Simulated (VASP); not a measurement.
# AlN (P6_3mc) in VASP: further runs

Aim: see how the results for AlN move with the level of theory and the settings. Levels: PBE+D3(BJ), PBEsol. Tasks: relaxation of cell and atoms.

Program: VASP 6.6.1. These are calculated values, not measurements. Logs are shortened: lines on timing, memory, paths and dates and some standing lists are left out, and cuts for length are marked.

### 1 The crystal as given

Symmetry: P6_3mc, No. 186, hexagonal system. Conventional cell: a = 3.106 Å, b = 3.106 Å, c = 4.978 Å, α = 90.00°, β = 90.00°, γ = 120.00°. Al (site symmetry 3m) is surrounded by 4 N at 1.89 to 1.90 Å. N (site symmetry 3m) is surrounded by 4 Al at 1.89 to 1.90 Å.

### 2 Relaxation of cell and atoms, PBE+D3(BJ)

File INCAR:

```
SYSTEM = AlN
PREC = Accurate
ENCUT = 600
EDIFF = 1E-7
ISMEAR = 0
SIGMA = 0.03
LREAL = .FALSE.
LASPH = .TRUE.
NELM = 80
ALGO = Normal
ISIF = 3
LWAVE = .FALSE.
LCHARG = .FALSE.
GGA = PE
IVDW = 12
IBRION = 2
NSW = 90
EDIFFG = -0.005
```

File KPOINTS:

```
regular mesh
0
G
  12 12 6
  0 0 0
```

File POSCAR:

```
AlN                                     
1.0
    3.1060752338      0.0000000000      0.0000000000
   -1.5530376169      2.6899400585      0.0000000000
    0.0000000000     -0.0000000000      4.9784111341
  Al              N             
     2     2
Direct
     0.3333333332999970    0.6666666667000030    0.9992246752591140
     0.6666666667000030    0.3333333332999970    0.4992246752591140
     0.3333333332999970    0.6666666667000030    0.3807753247408886
     0.6666666667000030    0.3333333332999970    0.8807753247408886
```

Potentials or basis: VASP PAW PBE potentials, release 64 (Al, N).

Command:

```bash
$ cat potpaw_PBE.64/Al/POTCAR potpaw_PBE.64/N/POTCAR > POTCAR
$ mpirun -np 1 vasp_std > vasp.out
```

OUTCAR:

```text
SYSTEM = AlN
   PREC = Accurate
   ENCUT = 600
   EDIFF = 1E-7
   ISMEAR = 0
   LREAL = .FALSE.
   LASPH = .TRUE.
   NELM = 80
   ISIF = 3
   GGA = PE
   IVDW = 12
   IBRION = 2
   NSW = 90
   EDIFFG = -0.005
 IVDW          = 12

 ion  position               nearest neighbor table
   1  0.333  0.667  0.999-   4 1.89   4 1.89   4 1.89   3 1.90   2 3.07   2 3.07   2 3.07   2 3.07
                             2 3.07   2 3.07
   2  0.667  0.333  0.499-   3 1.89   3 1.89   3 1.89   4 1.90   1 3.07   1 3.07   1 3.07   1 3.07
                             1 3.07   1 3.07
   3  0.333  0.667  0.381-   2 1.89   2 1.89   2 1.89   1 1.90
   4  0.667  0.333  0.881-   1 1.89   1 1.89   1 1.89   2 1.90

  LATTYP: Found a hexagonal cell.
 ALAT       =     3.1060752338
 C/A-ratio  =     1.6027979876

  Lattice vectors:

 A1 = (   3.1060752338,   0.0000000000,   0.0000000000)
 A2 = (  -1.5530376169,   2.6899400585,   0.0000000000)
 A3 = (   0.0000000000,   0.0000000000,   4.9784111341)

Analysis of symmetry for initial positions (statically):
=====================================================================
 Subroutine PRICEL returns:
 Original cell was already a primitive cell.

 Routine SETGRP: Setting up the symmetry group for a
 hexagonal supercell.

 Subroutine GETGRP returns: Found 12 space group operations
 (whereof  6 operations were pure point group operations)
 out of a pool of 24 trial point group operations.

The static configuration has the point symmetry C_3v.
 The point group associated with its full space group is C_6v.

Analysis of symmetry for dynamics (positions and initial velocities):
=====================================================================
 Subroutine PRICEL returns:
 Original cell was already a primitive cell.

 Routine SETGRP: Setting up the symmetry group for a
 hexagonal supercell.

 Subroutine GETGRP returns: Found 12 space group operations
 (whereof  6 operations were pure point group operations)
 out of a pool of 24 trial point group operations.

The dynamic configuration has the point symmetry C_3v.
 The point group associated with its full space group is C_6v.

 Subroutine INISYM returns: Found 12 space group operations
 (whereof  6 operations are pure point group operations),
 and found     1 'primitive' translations

----------------------------------------------------------------------------------------

                                     Primitive cell

  volume of cell :      41.5954

  direct lattice vectors                    reciprocal lattice vectors
     3.106075234  0.000000000  0.000000000     0.321949703  0.185877748  0.000000000
    -1.553037617  2.689940058  0.000000000     0.000000000  0.371755496  0.000000000
     0.000000000  0.000000000  4.978411134     0.000000000  0.000000000  0.200867299

  length of vectors
     3.106075234  3.106075234  4.978411134     0.371755496  0.371755496  0.200867299

  position of ions in fractional coordinates (direct lattice)
     0.333333333  0.666666667  0.999224675
     0.666666667  0.333333333  0.499224675
     0.333333333  0.666666667  0.380775325
     0.666666667  0.333333333  0.880775325

  ion indices of the primitive-cell ions
   primitive index   ion index
                 1           1
                 2           2
                 3           3
                 4           4

----------------------------------------------------------------------------------------

 KPOINTS: regular mesh

Automatic generation of k-mesh.
 Grid dimensions read from file:
 generate k-points for:   12   12    6

 Generating k-lattice:

  Cartesian coordinates                     Fractional coordinates (reciprocal lattice)
     0.026829142  0.015489812  0.000000000     0.083333333  0.000000000  0.000000000
     0.000000000  0.030979625  0.000000000     0.000000000  0.083333333  0.000000000
     0.000000000  0.000000000  0.033477883     0.000000000  0.000000000  0.166666667

  Length of vectors
     0.030979625  0.030979625  0.033477883

  Shift w.r.t. Gamma in fractional coordinates (k-lattice)
     0.000000000  0.000000000  0.000000000

 Subroutine IBZKPT returns following result:
 ===========================================

 Found     76 irreducible k-points:

 Following reciprocal coordinates:
            Coordinates               Weight
  0.000000  0.000000  0.000000      1.000000
  0.083333  0.000000  0.000000      6.000000
  0.166667  0.000000  0.000000      6.000000
  0.250000 -0.000000  0.000000      6.000000
  0.333333 -0.000000  0.000000      6.000000
  0.416667  0.000000  0.000000      6.000000
[... 16 lines left out ...]
  0.250000 -0.000000  0.166667     12.000000
  0.333333 -0.000000  0.166667     12.000000
 [... further k-points ...]
   k-points           NKPTS =     76   k-points in BZ     NKDIM =     76   number of bands    NBANDS=     12
   number of dos      NEDOS =    301   number of ions     NIONS =      4
   total plane-waves  NPLWV =  31360
   dimension x,y,z NGX =    28 NGY =   28 NGZ =   40
   dimension x,y,z NGXF=    56 NGYF=   56 NGZF=   80
   ions per type =               2   2
   NGX,Y,Z   is equivalent  to a cutoff of  14.99, 14.99, 13.36 a.u.
   NGXF,Y,Z  is equivalent  to a cutoff of  29.97, 29.97, 26.71 a.u.
 SYSTEM =  AlN
   PREC   = accura    normal or accurate (medium, high low for compatibility)
   ISTART =      0    job   : 0-new  1-cont  2-samecut
   ICHARG =      2    charge: 1-file 2-atom 10-const
   ISPIN  =      1    spin polarized calculation?
   LNONCOLLINEAR =      F non collinear calculations
   LSORBIT =      F    spin-orbit coupling
   LASPH  =      T    aspherical Exc in radial PAW
   ENCUT  =  600.0 eV  44.10 Ry    6.64 a.u.   6.20  6.20  9.94*2*pi/ulx,y,z
   NELM   =     80;   NELMIN=  2; NELMDL= -5     # of ELM steps
   EDIFF  = 0.1E-06   stopping-criterion for ELM
   LREAL  =      F    real-space projection
   EDIFFG = -.5E-02   stopping-criterion for IOM
   NSW    =     90    number of steps for IOM
   IBRION =      2    ionic relax: 0-MD 1-quasi-New 2-CG
   NFREE  =      1    steps in history (QN), initial steepest desc. (CG)
   ISIF   =      3    stress and relaxation
   ISYM   =      2    0-nonsym 1-usesym 2-fastsym
   POTIM  = 0.5000    time-step for ionic-motion
   TEBEG  =    0.0;   TEEND  =   0.0 temperature during run
   PSTRESS=    0.0 pullay stress
   NELECT =      16.0000    total number of electrons
   NUPDOWN=      -1.0000    fix difference up-down
   EMIN   =  10.00;   EMAX   =-10.00  energy-range for DOS
   EFERMI =   0.00;   METHOD = LEGACY
   ISMEAR =     0;   SIGMA  =   0.03  broadening in eV -4-tet -1-fermi 0-gaus
   EFERMI_NEDOS =   21; number of points for ismear=-14 and -15
   IALGO  =     38    algorithm
   IMIX   =      4    mixing-type and parameters
     AMIX     =   0.40;   BMIX     =  1.00
     AMIX_MAG =   1.60;   BMIX_MAG =  1.00
  volume/ion in A,a.u.               =      10.40        70.17
  Fermi-wavevector in a.u.,A,eV,Ry     =   1.190601  2.249910 19.286689  1.417532
  Thomas-Fermi vector in A             =   2.326682
   LORBIT       =      0    0 simple, 1 ext, 2 COOP (PROOUT), +10 PAW based schemes
   GGA     = PE    functional components
   LHFCALC =     F    Hartree Fock is set to
   AEXX    =    0.0000 exact exchange contribution
   IVDW    =    12    specifies the selected vdW correction
   LEPSILON=     F    determine dielectric tensor
   LRPA    =     F    only Hartree local field effects (RPA)
 conjugate gradient relaxation of ions
 non-spin polarized calculation
 Gauss-broadening in eV      SIGMA  =   0.03
  energy-cutoff  :      600.00
  volume of cell :       41.60
 maximum number of plane-waves:      1412
 NGX is ok and might be reduce to    28
   NGX = 13   NGY = 13   NGZ = 19

--------------------------------------- Ionic step        1  -------------------------------------------

 number of electron      15.9999999 magnetization

 Free energy of the ion-electron system (eV)
  ---------------------------------------------------
  ext. energy  EPLUGINS =         0.00000000
  ---------------------------------------------------
  free energy    TOTEN  =       -29.77037752 eV

  energy without entropy =      -29.77037752  energy(sigma->0) =      -29.77037752

------------------------ aborting loop because EDIFF is reached ----------------------------------------

 Edisp (eV)   -1.07884

 E8    (eV) :    -0.4213

  FORCE on cell =-STRESS in cart. coord.  units (eV):
  Direction    XX          YY          ZZ          XY          YZ          ZX
  --------------------------------------------------------------------------------------
  -------------------------------------------------------------------------------------
  Total       0.03096     0.03096    -0.00880     0.00000     0.00000    -0.00000
  in kB       1.19247     1.19247    -0.33900     0.00000     0.00000    -0.00000
  external pressure =        0.68 kB  Pullay stress =        0.00 kB
[... 107 lines left out ...]
  energy  without entropy=      -30.8492308433  energy(sigma->0) =      -30.84923084

--------------------------------------- Ionic step        4  -------------------------------------------

 number of electron      15.9999999 magnetization

 Free energy of the ion-electron system (eV)
  ---------------------------------------------------
  ext. energy  EPLUGINS =         0.00000000
  ---------------------------------------------------
  free energy    TOTEN  =       -29.77066512 eV

  energy without entropy =      -29.77066512  energy(sigma->0) =      -29.77066512

 E-fermi :   6.3159     XC(G=0): -10.9278

 val. band max:        6.1948807214   @ k =   0.0000   0.0000   0.0000
 cond. band min:      10.4340718943   @ k =   0.0000   0.0000   0.0000
 fundamental gap:      4.2391911729
 Fermi energy:         6.3158839582

 k-point     1 :       0.0000    0.0000    0.0000
  band No.  band energies     occupation
      1      -9.0211      2.00000
      2      -6.8627      2.00000
      3       0.1808      2.00000
      4       5.3234      2.00000
      5       5.3234      2.00000
      6       5.9746      2.00000
      7       5.9746      2.00000
      8       6.1949      2.00000
      9      10.4341      0.00000
     10      12.8867      0.00000
     11      16.8392      0.00000
     12      17.3708      0.00000
[... 331 lines left out ...]
 k-point    24 :       0.3333   -0.0000    0.1667
  band No.  band energies     occupation
      1      -7.6907      2.00000
      2      -6.4521      2.00000
      3       1.2690      2.00000
      4       2.2413      2.00000
      5       2.8468      2.00000
      6       4.4133      2.00000
      7       5.4001      2.00000
      8       5.5308      2.00000
      9      12.0667      0.00000
     10      12.8701      0.00000
     11      14.7153      0.00000
     12      16.4010      0.00000

 [... further k-points ...]

------------------------ aborting loop because EDIFF is reached ----------------------------------------

 Edisp (eV)   -1.07857

 E8    (eV) :    -0.4212

  FORCE on cell =-STRESS in cart. coord.  units (eV):
  Direction    XX          YY          ZZ          XY          YZ          ZX
  --------------------------------------------------------------------------------------
  -------------------------------------------------------------------------------------
  Total       0.00045     0.00045    -0.00036     0.00000     0.00000     0.00000
  in kB       0.01721     0.01721    -0.01403     0.00000     0.00000     0.00000
  external pressure =        0.01 kB  Pullay stress =        0.00 kB
[... 19 lines left out ...]
  FREE ENERGIE OF THE ION-ELECTRON SYSTEM (eV)
  ---------------------------------------------------
  free  energy   TOTEN  =       -30.8492399526 eV

  energy  without entropy=      -30.8492399526  energy(sigma->0) =      -30.84923995

 reached required accuracy - stopping structural energy minimisation
```

Wall time 44 s (1 thread of Intel Xeon 6975P-C (Granite Rapids), shared host); peak memory 0.21 GiB.

What came out:

```yaml
Free_energy: -30.8492 eV
Relaxed_volume: 10.40 Å³/atom
Relaxed_cell: a = 3.107 Å, b = 3.107 Å, c = 4.976 Å, α = 90.00°, β = 90.00°, γ = 120.00°
Space_group_after_relaxing_to_0.05_Å: P6_3mc (No. 186)
Energy_gained_by_relaxing: 0.0 meV/atom
Ionic_steps: 4
Pressure_after_relaxing: 0.0 GPa
Band_gap_on_the_k_mesh: 4.24 eV, direct
Dispersion_energy_per_atom: -0.270 eV
```

Final structure:
```
Al N
1.0
     3.10726    0.00000    0.00000
    -1.55363    2.69096    0.00000
     0.00000    0.00000    4.97575
Al N
2 2
Direct
  0.33333 0.66667 0.99906
  0.66667 0.33333 0.49906
  0.33333 0.66667 0.38094
  0.66667 0.33333 0.88094
```

A k mesh can miss the band edges.

### 3 Relaxation of cell and atoms, PBEsol

This run uses another cell than the first one, of 10.45 Å³/atom, 1.005 times its volume.

File INCAR:

```
PREC = Accurate
ENCUT = 600
EDIFF = 1E-6
ISMEAR = 0
SIGMA = 0.03
LREAL = F
LASPH = T
NELM = 80
ALGO = Normal
ISIF = 3
LWAVE = F
LCHARG = F
GGA = PS
IBRION = 2
NSW = 90
EDIFFG = -0.01
```

File KPOINTS:

```
regular mesh
0
Gamma
  12 12 6
```

File POSCAR:

```
AlN
1.0
    3.1130000000      0.0000000000      0.0000000000
   -1.5565000000      2.6959370820      0.0000000000
    0.0000000000      0.0000000000      4.9810000000
Al N
2 2
Direct
    0.3333333333      0.6666666667      0.0000000000
    0.6666666667      0.3333333333      0.5000000000
    0.3333333333      0.6666666667      0.3800000000
    0.6666666667      0.3333333333      0.8800000000
```

Potentials or basis: VASP PAW PBE potentials, release 64 (Al, N).

Command:

```bash
$ cat potpaw_PBE.64/Al/POTCAR potpaw_PBE.64/N/POTCAR > POTCAR
$ mpirun -np 1 vasp_std > vasp.out
```

OUTCAR:

```text
PREC = Accurate
   ENCUT = 600
   EDIFF = 1E-6
   ISMEAR = 0
   LREAL = F
   LASPH = T
   NELM = 80
   ISIF = 3
   GGA = PS
   IBRION = 2
   NSW = 90
   EDIFFG = -0.01

 ion  position               nearest neighbor table
   1  0.333  0.667  0.000-   3 1.89   4 1.89   4 1.89   4 1.89   2 3.07   2 3.07   2 3.07   2 3.07
                             2 3.07   2 3.07
   2  0.667  0.333  0.500-   4 1.89   3 1.89   3 1.89   3 1.89   1 3.07   1 3.07   1 3.07   1 3.07
                             1 3.07   1 3.07
   3  0.333  0.667  0.380-   1 1.89   2 1.89   2 1.89   2 1.89
   4  0.667  0.333  0.880-   2 1.89   1 1.89   1 1.89   1 1.89

  LATTYP: Found a hexagonal cell.
 ALAT       =     3.1130000000
 C/A-ratio  =     1.6000642467

  Lattice vectors:

 A1 = (   3.1130000000,   0.0000000000,   0.0000000000)
 A2 = (  -1.5565000000,   2.6959370820,   0.0000000000)
 A3 = (   0.0000000000,   0.0000000000,   4.9810000000)

[... 390 lines left out ...]

 k-point     1 :       0.0000    0.0000    0.0000
  band No.  band energies     occupation
      1      -9.1072      2.00000
      2      -6.9228      2.00000
      3       0.0069      2.00000
      4       5.1827      2.00000
      5       5.1827      2.00000
      6       5.8377      2.00000
      7       5.8377      2.00000
      8       6.0636      2.00000
      9      10.1847      0.00000
     10      12.6178      0.00000
     11      16.5653      0.00000
     12      17.0875      0.00000
[... 331 lines left out ...]
 k-point    24 :       0.3333    0.0000    0.1667
  band No.  band energies     occupation
      1      -7.7663      2.00000
      2      -6.5102      2.00000
      3       1.1007      2.00000
      4       2.0795      2.00000
      5       2.6908      2.00000
      6       4.2656      2.00000
      7       5.2605      2.00000
      8       5.3931      2.00000
      9      11.7915      0.00000
     10      12.5873      0.00000
     11      14.4547      0.00000
     12      16.1278      0.00000

 [... further k-points ...]
[... 5 lines left out ...]
  --------------------------------------------------------------------------------------
  -------------------------------------------------------------------------------------
  Total        0.0201304      0.0201304      0.0265649      0.0000000      0.0000000      0.0000000
  in kB        0.7717020      0.7717020      1.0183696      0.0000000      0.0000000      0.0000000
  external PRESSURE =       0.8539246 kB  Pullay stress =       0.0000000 kB
[... 19 lines left out ...]
  FREE ENERGIE OF THE ION-ELECTRON SYSTEM (eV)
  ---------------------------------------------------
  free  energy   TOTEN  =       -31.3156925723 eV

  energy  without entropy=      -31.3156925723  energy(sigma->0) =      -31.31569257

 reached required accuracy - stopping structural energy minimisation
```

OSZICAR:

```text
N       E                     dE             d eps       ncg     rms          rms(c)
DAV:   1     0.552356370558E+02    0.55236E+02   -0.82979E+03  1824   0.134E+03
DAV:   2    -0.314610785491E+02   -0.86697E+02   -0.79787E+02  2700   0.243E+02
DAV:   3    -0.357298374655E+02   -0.42688E+01   -0.42527E+01  2408   0.586E+01
[... 38 lines left out ...]
       N       E                     dE             d eps       ncg     rms          rms(c)
DAV:   1    -0.313157497142E+02   -0.63033E-04   -0.19879E-03  1912   0.433E-01    0.491E-02
DAV:   2    -0.313156952906E+02    0.54424E-04   -0.14998E-04  2208   0.103E-01    0.145E-02
DAV:   3    -0.313156931795E+02    0.21112E-05   -0.11621E-05  2092   0.313E-02    0.534E-03
DAV:   4    -0.313156925723E+02    0.60722E-06   -0.11396E-06  1016   0.967E-03
   6 F= -.31315693E+02 E0= -.31315693E+02  d E =-.630849E-05
```

CONTCAR:

```text
AlN
   1.00000000000000
     3.1127044168318205    0.0000000000000000   -0.0000000000000000
    -1.5563522084159103    2.6956810994674196    0.0000000000000000
    -0.0000000000000000   -0.0000000000000000    4.9808959601395273
  Al              N
     2     2
Direct
     0.3333333332999970    0.6666666667000030    0.9989884320168427
     0.6666666667000030    0.3333333332999970    0.4989884320168428
     0.3333333332999970    0.6666666667000030    0.3810115679831598
     0.6666666667000030    0.3333333332999970    0.8810115679831598

  0.00000000E+00  0.00000000E+00  0.00000000E+00
  0.00000000E+00  0.00000000E+00  0.00000000E+00
  0.00000000E+00  0.00000000E+00  0.00000000E+00
  0.00000000E+00  0.00000000E+00  0.00000000E+00
```

Run time: 86 s. Hardware: 1 thread of AMD EPYC 9R45 (Zen 5), shared host; peak memory 0.17 GiB.

Results:

```
Free energy                            : -31.3157 eV
Relaxed volume                         : 10.45 Å³/atom
Relaxed cell                           : a = 3.113 Å, b = 3.113 Å, c = 4.981 Å, α = 90.00°, β = 90.00°, γ = 120.00°
Space group after relaxing (to 0.05 Å) : P6_3mc (No. 186)
Energy gained by relaxing              : 0.3 meV/atom
Ionic steps                            : 6
Pressure after relaxing                : 0.1 GPa
Band gap on the k mesh                 : 4.12 eV, direct
```

Step by step:
```tsv
step	energy change (eV)	largest force (eV/Å)	pressure (GPa)	volume (Å³)
1	0.0000	0.1321	0.04	41.80
2	-0.0003	0.0871	0.02	41.82
3	-0.0012	0.0143	0.05	41.81
4	-0.0013	0.0063	-0.06	41.83
5	-0.0013	0.0013	-0.12	41.84
6	-0.0013	0.0005	0.09	41.79
```

Final structure:
```xyz
4
Lattice="3.1127 0.0000 0.0000 -1.5564 2.6957 0.0000 0.0000 0.0000 4.9809" Properties=species:S:1:pos:R:3 pbc="T T T"
Al    0.0000    1.7971    4.9759
Al    1.5564    0.8986    2.4854
N     0.0000    1.7971    1.8978
N     1.5564    0.8986    4.3882
```

Caveat: the PAW data sets were made with another functional, which shifts forces and pressure a little. A k mesh can miss the band edges.

(Part 1 of 2 ends here.)
